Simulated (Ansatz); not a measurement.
Given:

Ti3SiC2:
Space group P6₃/mmc (No. 194); a = 3.0671 Å, b = 3.0671 Å, c = 17.6742 Å, α = 90.00°, β = 90.00°, γ = 120.00°

| atom | site | symmetry | x | y | z |
|---|---|---|---|---|---|
| Ti | 4f | 3m. | 0.6667 | 0.3333 | 0.1352 |
| Ti | 2a | -3m. | 0.0000 | 0.0000 | 0.0000 |
| Si | 2b | -6m2 | 0.0000 | 0.0000 | 0.2500 |
| C | 4f | 3m. | 0.3333 | 0.6667 | 0.0725 |

This is the r²SCAN-relaxed structure.

All from plane-wave PAW r²SCAN (Ansatz code), unless another level is named. Give the electronic character.

metallic (no gap).

What about the formation energy from the elements (no fitted shifts)?

-89 kJ/mol-atom.

Give the density of states at the Fermi level.

0.35 states/eV per atom (mean over ±0.08 eV).

Space group P6_3/mmc. The r²SCAN relaxation kept the symmetry of its start. The run is not spin-polarised. The references are the lowest solids computed at this level, not always the standard phases.

Potentials: the later of the program's two PAW sets.
